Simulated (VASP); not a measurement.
Runs of VASP 6.6.1 on LiF. The structure is cubic, space group Fm-3m (No. 225). Conventional cell: a = 3.997 Å, b = 3.997 Å, c = 3.997 Å, α = 90.00°, β = 90.00°, γ = 90.00°. Around Li (site symmetry m-3m) lie 6 F at 2.00 Å. F (site symmetry m-3m) is surrounded by 6 Li at 2.00 Å. The cell is a database's computed one.

```tsv
level	potentials or basis	k mesh	cutoff (eV)	smearing	gap on the mesh (eV)	pressure (GPa)
PBEsol	VASP PAW PBE potentials, release 64 (Li_sv, F)	10 × 10 × 10	520	gaussian 0.5 eV	9.13	-
PBEsol	VASP PAW PBE potentials, release 64 (Li_sv, F)	14 × 14 × 14	520	gaussian 0.02 eV	9.13	-
r2SCAN	VASP PAW PBE potentials, release 64 (Li_sv, F)	10 × 10 × 10	520	gaussian 0.02 eV	10.50	-
PBEsol	VASP PAW PBE potentials, release 64 (Li_sv, F)	10 × 10 × 10	700	gaussian 0.02 eV	9.12	0.0
PBEsol	VASP PAW PBE potentials, release 64 (Li_sv, F_h)	10 × 10 × 10	900	gaussian 0.02 eV	(a)	(b)
```

Alike in all rows: task single point; no spin polarisation; cell as given.

Task: Estimate the missing entries.

Result: (a) 9.11; (b) -0.5.

Caveats: the PAW data sets were made with another functional, which shifts forces and pressure a little; the cutoff is under 1.25 times the usual one of these potentials, so pressure, stress and relaxed cells hold a basis-set (Pulay) error (some runs).

A k mesh can miss the band edges.

Not every run made on this cell is shown here.
